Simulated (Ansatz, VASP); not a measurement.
# Ni: VASP beside Ansatz

```
Ni
1.0
     2.43787    0.00000    0.00000
    -1.21894    2.11126    0.00000
     0.00000    0.00000    3.99248
Ni
2
Direct
  0.33333 0.66667 0.25000
  0.66667 0.33333 0.75000
```

Alike in both runs: task single point; functional revPBE; k mesh 16 × 16 × 9; occupations fermi-dirac, width 0.05 eV; collinear spin.

|  | VASP | Ansatz |
| --- | --- | --- |
| version | VASP 6.6.1 | Ansatz 0.2.0 |
| potentials or method | VASP PAW PBE potentials, release 64 (Ni) | plane waves (420 eV) with PAW, scalar-relativistic |
| plane-wave cutoff (eV) | 520 | 420 |
| valence electrons in the cell | 20 | 36 |

VASP gave:

* pressure (GPa): 18.1
* largest component of the traceless stress (GPa): 0.78
* net moment per atom (μB): 0.59
* size of the moment on the site where the two differ most (μB): 0.60

Problem. What did Ansatz give for the same quantities?

Solution. Pressure (GPa): 18.3; largest component of the traceless stress (GPa): 0.75; net moment per atom (μB): 0.61; size of the moment on the site where the two differ most (μB): 0.65.

Site moments also hang on the region over which each program counts them. The functional is the same, so the differences come from potentials, cutoffs and numerics. The two sets of potentials don't hold the same shells in valence.

Caveats: so large a pressure means that the cell lies far from this level's equilibrium, or that cutoff or potentials fall short (VASP); the potentials were made for another functional, which shifts forces and pressure (VASP).
